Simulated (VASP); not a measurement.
Write the native input for VASP 6.6.1 that does the following.

* Task: band structure
* Functional: TB-mBJ
* Potentials or basis: VASP PAW PBE potentials, release 64 (Ga_d, As)
* Cutoff: 520 eV
* k mesh: 10 × 10 × 10
* Occupations: gaussian, width 0.03 eV
* Spin: no spin polarisation
* Further INCAR settings: ALGO = Normal; EDIFF = 1e-06; NBANDS = 16

GaAs:

```xyz
2
Lattice="0.0000 2.8314 2.8314 2.8314 0.0000 2.8314 2.8314 2.8314 0.0000" Properties=species:S:1:pos:R:3 pbc="T T T"
Ga    0.0000    0.0000    0.0000
As    1.4157    1.4157    1.4157
```

The cell was built by a generator and needn't be a form met in nature.

The input as run:

POSCAR

```
GaAs                                    
1.0
    0.0000000000      2.8313993253      2.8313993253
    2.8313993253      0.0000000000      2.8313993253
    2.8313993253      2.8313993253      0.0000000000
  Ga              As            
     1     1
Direct
     0.0000000000000000    0.0000000000000000    0.0000000000000000
     0.2500000000000000    0.2500000000000000    0.2500000000000000
```

INCAR.step1

```
  PREC = Accurate
  ENCUT = 520
  EDIFF = 1E-5
  ISMEAR = 0
  SIGMA = 0.03
  LREAL = False
  LASPH = True
  NELM = 80
  ALGO = Normal
  ISIF = 2
  LWAVE = True
  LCHARG = False
  NBANDS = 16
  GGA = PE
```

INCAR.step2

```
  PREC = Accurate
  ENCUT = 520
  EDIFF = 1E-6
  ISMEAR = 0
  SIGMA = 0.03
  LREAL = False
  LASPH = True
  NELM = 80
  ALGO = Normal
  ISIF = 2
  LWAVE = False
  LCHARG = False
  METAGGA = MBJ
  NBANDS = 16
  ISTART = 1
```

KPOINTS

```
Automatic mesh
0
Gamma
  10 10 10
```

KPOINTS_OPT

```
explicit points
159
Reciprocal
 0.0000000000  0.0000000000  0.0000000000 1
 0.0357142857  0.0000000000  0.0357142857 1
 0.0714285714  0.0000000000  0.0714285714 1
 0.1071428571  0.0000000000  0.1071428571 1
 0.1428571429  0.0000000000  0.1428571429 1
 0.1785714286  0.0000000000  0.1785714286 1
[... 151 lines left out ...]
 0.4250000000  0.0000000000  0.4250000000 1
 0.4500000000  0.0000000000  0.4500000000 1
```

Potentials or basis: VASP PAW PBE potentials, release 64 (Ga_d, As).

Launch:

```console
$ cat potpaw_PBE.64/Ga_d/POTCAR potpaw_PBE.64/As/POTCAR > POTCAR
$ cp INCAR.step1 INCAR
$ mpirun -np 1 vasp_std > vasp.out
$ cp INCAR.step2 INCAR
$ mpirun -np 1 vasp_std > vasp.out
```

It gave:

```
Band gap on the k mesh  : 1.55 eV, direct
Band gap along the path : 1.55 eV, direct
```

It took 2.8 min on 1 thread of Intel(R) Xeon(R) Platinum 8488C (Sapphire Rapids), with other jobs on the host, peak memory 0.21 GiB.
